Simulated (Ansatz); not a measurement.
# Co: magnetism under pressure and tension, part 3 of 3

Aim: scale the cell of Co and follow its moments, with and without spin polarisation. Methods of the runs shown: LAPW and crystal datasets. Companion runs by PAW are cited. Its runs: free moments (LAPW); volume scaled by 0.7 (LAPW and crystal datasets); volume scaled by 0.88 (LAPW); volume scaled by 0.94 (LAPW); volume scaled by 1.12 (LAPW); volume scaled by 1.12, no spin polarisation (LAPW); volume scaled by 1.2 (LAPW).

Ansatz 0.2.0; DFT PBE; a Materials Project cell. «Crystal datasets» are all-electron PAW datasets made for this crystal. The steps go on from the part before.

## (9) Volume scaled by 1.2, LAPW

input.yaml

```yaml
crystal:
  lattice:
    - [2.6432195978, 0.0, 0.0]
    - [-1.3216097989, 2.2890953195, 0.0]
    - [0.0, 0.0, 4.3178894099]
  atoms:
    - { symbol: Co, position: [0.6666666667, 0.3333333333, 0.259861], spin: 2.0 }
    - { symbol: Co, position: [0.3333333333, 0.6666666667, 0.740139], spin: 2.0 }
magnetization:
  spin_polarized: true
kpoints:
  mp_grid: { grid: [15, 15, 8] }
scf:
  occupations: { method: fermi_dirac, width: 0.08 }
  lower_state_search: "off"
hamiltonian:
  xc: pbe
  pseudopotentials: { kind: all_electron, lapw: { basis_error: 0.001 } }
output:
  forces: true
  stress: true
  eigenvalues: false
  populations: true
```

Started as:

```
> ansatz run input.yaml --threads 1 --pin off --max-ram 3072MiB --backend cpu --events-out ev --progress --plain --runs-dir out
```

What it wrote:

```text
settings of this run that can trade accuracy for cost: output.eigenvalues: false. Do not mix this run's numbers with those of runs without the same settings; the input reference describes each key
Co: projections on atomic orbitals take those of the free atom 1s2 2s2 2p6 3s2 3p6 3d7 4s2, of charge +0.00 (hamiltonian.pseudopotentials.projection_atoms)
LAPW: plane waves up to 8.645 Å⁻¹, error target 1.0e-3 eV per atom; small_component_spin mean_spin; Co in spheres of 1.287 Å, 17 of its electrons in bands, Dirac shells []
Engine: ansatz 0.2.0
Pseudopotentials: kind: all_electron
Pseudopotential: Co, LAPW, valence charge 17, Koelling and Harmon's equation, gaussian nucleus
Functional definition: PBE
  parameter kappa = 0.804
  parameter beta = 0.06672455060314922
  exchange = pbe_x(kappa = kappa, mu = beta*pi^2/3)
  correlation = pbe_c(beta = beta)
Crystal: 2 atoms, lattice volume = 26.126 Å³
Basis set: ecut = 284.71260929971356 eV, 287 PW (Γ), exchange–correlation at level 2
Bands: 23, of which v1, the nominal top of the filled ones, is band 17 counted from 1 (16 counted from 0)
Symmetry: 12 space group operations
Space group: P-3m1 (ITA 164), of the structure as read, at distance tolerance 3.0e-5 Å
Magnetic group: BNS 164.85 (UNI 1315), of the structure as read, at distance tolerance 3.0e-5 Å
k-points: 192 of 1800
Non-local potential: Co, projectors of the file, none
Initial density: superposition of atomic densities (chi_scale 0.1, normalization cell)
Starting moments: Σ|m| = 4 μB on 2 of 2 sites
Initial wavefunctions: plane waves of lowest kinetic energy (no species holds an atomic orbital)
Functional: x = pbe(κ = 0.804, μ = 0.2195149727645171), c = pbe(β = 0.06672455060314922)
iter 1 solved again at ethr=1.65e-4 eV; its pass at ethr=1.00e-1 eV (dr2=5.60e-2 eV) is discarded
SCF iter   1: F=—  HF=-75834.680012 eV  |F-HF|=—  |Δ(HF+E_count)|=         —  Δρ=1.13e-2 (↑9.99e-3 ↓1.13e-2)  dr2=5.61e-2  dr2_m=2.24e-2  M=3.504 μB ∫|m|=3.680 μB  β_m=0.30  ethr=1.65e-4  ⟨swp⟩=2.9  Hψ=64198  notcnv=0
preconditioner: auto → none  [metal: Δε(μ)=0.005 eV  Ē_g=8.158 eV  σ=0.080 eV  W_gap=0.02  n_scr=8 (ndim 8)  ℏωp=30.8 eV  f_vac=0.000  D(μ)=2.33/eV (n_scr^D=34)  sad-step TF]
SCF iter   2: F=—  HF=-75834.711306 eV  |F-HF|=—  |Δ(HF+E_count)|=   3.13e-2  Δρ=8.66e-3 (↑7.52e-3 ↓8.66e-3)  dr2=3.70e-2  dr2_m=1.25e-2  M=3.482 μB ∫|m|=3.708 μB  β_m=0.30  ethr=1.65e-4  ⟨swp⟩=2.0  Hψ=24661  notcnv=0
iter 3 solved again at ethr=2.18e-6 eV; its pass at ethr=1.09e-4 eV (dr2=7.40e-4 eV) is discarded
SCF iter   3: F=—  HF=-75834.725134 eV  |F-HF|=—  |Δ(HF+E_count)|=   1.38e-2  Δρ=5.56e-3 (↑5.14e-3 ↓5.56e-3)  dr2=7.35e-4  dr2_m=6.68e-3  M=3.476 μB ∫|m|=3.743 μB  β_m=0.30  ethr=2.18e-6  ⟨swp⟩=2.0  Hψ=43177  notcnv=0
SCF iter   4: F=—  HF=-75834.738277 eV  |F-HF|=—  |Δ(HF+E_count)|=   1.31e-2  Δρ=4.14e-3 (↑3.92e-3 ↓4.14e-3)  dr2=3.09e-4  dr2_m=3.82e-3  M=3.463 μB ∫|m|=3.763 μB  β_m=0.30  ethr=2.16e-6  ⟨swp⟩=3.0  Hψ=25821  notcnv=0
SCF iter   5: F=—  HF=-75834.746512 eV  |F-HF|=—  |Δ(HF+E_count)|=   8.23e-3  Δρ=3.08e-3 (↑2.91e-3 ↓3.08e-3)  dr2=7.13e-5  dr2_m=2.12e-3  M=3.457 μB ∫|m|=3.783 μB  β_m=0.30  ethr=9.10e-7  ⟨swp⟩=3.0  Hψ=26289  notcnv=0
SCF iter   6: F=—  HF=-75834.751688 eV  |F-HF|=—  |Δ(HF+E_count)|=   5.18e-3  Δρ=2.24e-3 (↑2.21e-3 ↓2.24e-3)  dr2=2.29e-6  dr2_m=1.19e-3  M=3.453 μB ∫|m|=3.800 μB  β_m=0.30  ethr=2.10e-7  ⟨swp⟩=3.0  Hψ=27611  notcnv=0
Mixer restart at iter 6: flushing history
spin-set hold released at iteration 6 (site moments contracting): the magnetisation degrees of freedom join the quasi-Newton model from the next iteration; the mixer history was flushed
SCF iter   7: F=—  HF=-75834.754943 eV  |F-HF|=—  |Δ(HF+E_count)|=   3.26e-3  Δρ=1.70e-3 (↑1.64e-3 ↓1.70e-3)  dr2=2.35e-6  dr2_m=6.66e-4  M=3.451 μB ∫|m|=3.815 μB  β_m=0.38  ethr=6.73e-9  ⟨swp⟩=3.9  Hψ=29649  notcnv=0
SCF iter   8: F=—  HF=-75834.760310 eV  |F-HF|=—  |Δ(HF+E_count)|=         —  Δρ=4.77e-4 (↑4.77e-4 ↓3.40e-4)  dr2=5.43e-6  dr2_m=3.88e-5  M=3.448 μB ∫|m|=3.858 μB  β_m=0.63  ethr=6.73e-9  ⟨swp⟩=4.0  Hψ=33788  notcnv=0
the basis was enlarged: its passes take 458.9 KiB over the memory plan, 2 of 2 planned eigensolver slots
SCF iter   9: F=—  HF=-75834.761540 eV  |F-HF|=—  |Δ(HF+E_count)|=   1.23e-3  Δρ=6.38e-4 (↑5.13e-4 ↓6.38e-4)  dr2=8.26e-5  dr2_m=4.66e-5  M=3.456 μB ∫|m|=3.893 μB  β_m=0.47  ethr=6.73e-9  ⟨swp⟩=4.0  Hψ=32333  notcnv=0
SCF iter  10: F=—  HF=-75834.760889 eV  |F-HF|=—  |Δ(HF+E_count)|=   6.51e-4  Δρ=8.97e-5 (↑8.91e-5 ↓8.97e-5)  dr2=2.74e-7  dr2_m=1.88e-6  M=3.454 μB ∫|m|=3.887 μB  β_m=0.61  ethr=6.73e-9  ⟨swp⟩=3.2  Hψ=28663  notcnv=0
SCF iter  11: F=—  HF=-75834.760897 eV  |F-HF|=—  |Δ(HF+E_count)|=   8.39e-6  Δρ=1.90e-5 (↑1.01e-5 ↓1.90e-5)  dr2=2.24e-7  dr2_m=3.67e-8  M=3.455 μB ∫|m|=3.886 μB  β_m=0.80  ethr=8.06e-10  ⟨swp⟩=3.0  Hψ=28432  notcnv=0
SCF iter  12: F=—  HF=-75834.760900 eV  |F-HF|=—  |Δ(HF+E_count)|=   2.21e-6  Δρ=1.53e-5 (↑1.53e-5 ↓1.35e-5)  dr2=7.25e-7  dr2_m=6.53e-9  M=3.455 μB ∫|m|=3.886 μB  β_m=0.87  ethr=6.59e-10  ⟨swp⟩=3.0  Hψ=28444  notcnv=0
SCF iter  13: F=-75834.760900 eV  HF=-75834.760900 eV  |F-HF|=1.78e-8  |Δ(HF+E_count)|=   6.43e-7  Δρ=4.02e-6 (↑4.02e-6 ↓3.48e-6)  dr2=1.94e-8  dr2_m=2.12e-9  M=3.455 μB ∫|m|=3.885 μB  ethr=6.59e-10  ⟨swp⟩=3.0  Hψ=27838  notcnv=0
SCF 1 converged in 13 iterations: F = -75834.760900 eV  dr2 = 1.94e-8
SCF converged after 13 iterations
Magnetization: 3.4551 μB (18.7275 up, 15.2725 down)
Absolute magnetization: 3.8855 μB (∫|ρ↑−ρ↓|)
Spin contamination: 0.0845 ħ² per cell (⟨S²⟩ above its minimum at these occupations)
Per-site moments (μB) at R_I (Å): [(1.8024213423044095, 1.2873872255510135), (1.8024213423044095, 1.2873872255510135)]
Free energy (F): -75834.760900 eV
Harris-Foulkes:  -75834.760900 eV  (|F-HF|=1.78e-8)
Internal energy: -75834.715671 eV  (E = F + TS)
E sigma→0 (E₀):  -75834.738286 eV
Entropy (-TS):   -0.045229 eV (-22.615 meV/atom)
Fermi energy:    15.264694 eV
--- Per-component energies (eV) ---
  E_band       = -599.228788
  E_kinetic    = 76950.883301
  E_xc         = -3246.656224
  E_electrostatic = -149538.942748  (all electrons and nuclei)
  E_smearing   = -0.045229  (= −TS)
  E_closure    = 0.000000  (closes the sum)
  E_atoms      = -75818.578525  (free atoms, spherical and without spin; not in F)
  Σ components = -75834.760900   (vs F -75834.760900, Δ=0.00e0)
  Basis errors (estimates in eV, not in F): energy 2.7e-4 per atom: plane waves 2.2e-4 (1.1e-4 summed), levels above the bands 3.2e-44, relativity 1.7e-8, radial functions 5.7e-5, core shells 5.9e-10; eigenvalues (radial functions only) 7.8e-7; not estimated: angular momenta, meshes, grids; target (lapw.basis_error) 1.0e-3; muffin-tin radii Co 1.287 Å
--- Forces (eV/Å), atoms counted from 1 ---
  atom   1  Co     0.00000000    -0.00000000    -0.06699510
  atom   2  Co     0.00000000     0.00000000     0.06699510
  max |Σ_I F_I| component: 1.39e-17 eV/Å
--- Stress (GPa, compression-positive) ---
      -24.908771       0.000000      -0.000000
        0.000000     -24.908771      -0.000000
       -0.000000      -0.000000     -25.045762
  P = ⅓ Tr σ = -24.9544 GPa (-249.544 kbar)
--- Löwdin populations: 2 sites ---
  site symbol       q [e]    m [muB]
     0     Co     26.7757     1.8094
     1     Co     26.7757     1.8094
  spilling = 0.008309 (of n_electrons = 54.000000)
settings of this run that can trade accuracy for cost: output.eigenvalues: false. Do not mix this run's numbers with those of runs without the same settings; the input reference describes each key
```

Wall time 88 s (1 thread of Arm Neoverse V2, shared host); peak memory 0.78 GiB.

Read from it: total moment 3.46 μB; site moments Co1 1.80, Co2 1.80 μB; pressure -24.95 GPa.

## (10) All runs together

The PAW rows are taken from companion runs at the same settings.

| method | volume × | start | largest site moment (μB) | total moment (μB) | pressure (GPa) | gain by magnetism (meV/atom) |
| --- | --- | --- | --- | --- | --- | --- |
| LAPW | 0.7 | moments | 0.46 | 0.89 | 161.9 | – |
| LAPW | 0.88 | moments | 1.57 | 3.04 | 37.5 | – |
| LAPW | 0.94 | moments | 1.65 | 3.18 | 16.1 | – |
| LAPW | 1 | moments | 1.70 | 3.27 | 0.6 | – |
| LAPW | 1.12 | no spin | – | – | -27.3 | – |
| LAPW | 1.12 | moments | 1.75 | 3.36 | -18.3 | 304.7 |
| LAPW | 1.2 | moments | 1.80 | 3.46 | -25.0 | – |
| PAW | 0.7 | no spin | – | – | 160.3 | – |
| PAW | 0.7 | moments | 0.42 | 0.81 | 161.8 | 0.5 |
| PAW | 0.76 | no spin | – | – | 97.3 | – |
| PAW | 0.76 | moments | 1.07 | 2.08 | 105.7 | 21.9 |
| PAW | 0.82 | no spin | – | – | 54.3 | – |
| PAW | 0.82 | moments | 1.46 | 2.82 | 67.4 | 67.9 |
| PAW | 0.88 | no spin | – | – | 24.5 | – |
| PAW | 0.88 | moments | 1.58 | 3.04 | 37.6 | 121.8 |
| PAW | 0.88 | small moments | 1.58 | 3.04 | 37.6 | 121.8 |
| PAW | 0.94 | no spin | – | – | 3.9 | – |
| PAW | 0.94 | moments | 1.66 | 3.18 | 16.2 | 173.6 |
| PAW | 0.94 | small moments | 1.66 | 3.18 | 16.2 | 173.6 |
| PAW | 1 | no spin | – | – | -10.5 | – |
| PAW | 1 | moments | 1.71 | 3.27 | 0.7 | 221.6 |
| PAW | 1.06 | no spin | – | – | -20.5 | – |
| PAW | 1.06 | moments | 1.74 | 3.32 | -10.4 | 264.9 |
| PAW | 1.12 | no spin | – | – | -27.3 | – |
| PAW | 1.12 | moments | 1.77 | 3.36 | -18.3 | 303.5 |
| PAW | 1.2 | no spin | – | – | -33.0 | – |
| PAW | 1.2 | moments | 1.83 | 3.45 | -24.9 | 349.7 |
| PAW | 1.2 | small moments | 1.83 | 3.45 | -24.9 | 349.7 |
| crystal datasets | 0.7 | moments | 0.46 | 0.90 | 161.9 | – |

## (11) Results

This closing draws on all 3 parts.

| quantity | value |
| --- | --- |
| total moment at 0.7 (PAW) | 0.81 μB |
| total moment at 1 (PAW) | 3.27 μB |
| total moment at 1.2 (PAW) | 3.45 μB |

What this shows: By PAW the total moment runs from 0.81 μB at 0.7 of the volume to 3.45 μB at 1.2. At the given cell magnetism adds +11.2 GPa to the pressure. Other magnetic orders may lie lower; this is the state that the run reached. The k mesh (15×15×8) wasn't tested for convergence.
